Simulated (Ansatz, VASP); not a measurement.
## Se in VASP and in Ansatz

```
Se
1.0
     3.92506    0.00000    0.00000
    -1.96253    3.39920    0.00000
     0.00000    0.00000    5.36163
Se
3
Direct
  0.24735 0.00000 0.33333
  0.00000 0.24735 0.66667
  0.75265 0.75265 0.00000
```

Alike in both runs: task single point; functional PBE; dispersion D3(BJ); k mesh 12 × 12 × 8; occupations gaussian, width 0.05 eV; no spin polarisation.

|  | VASP | Ansatz |
| --- | --- | --- |
| version | VASP 6.6.1 | Ansatz 0.2.0 |
| potentials or method | VASP PAW PBE potentials, release 64 (Se) | scalar-relativistic, plane waves, PAW |
| plane-wave cutoff (eV) | 520 | 420 |
| valence electrons in the cell | 18 | 48 |

|  | VASP | Ansatz | Ansatz less VASP |
| --- | --- | --- | --- |
| gap on the k mesh at the Fermi level (eV) | none | none | - |
| pressure (GPa) | 0.0 | -0.1 | -0.09 |
| largest component of the traceless stress (GPa) | 2.05 | 2.11 | +0.057 |
| rms of the force components (eV/Å) | 0.071 | 0.061 | -0.0102 |

Atom by atom the forces differ by 0.010 eV/Å (rms over components). A gap of «none» marks a metal or a gap that the smearing closes. The two sets of potentials don't hold the same shells in valence.

Caveats: pairwise dispersion overbinds metals, which lowers pressure and volume.
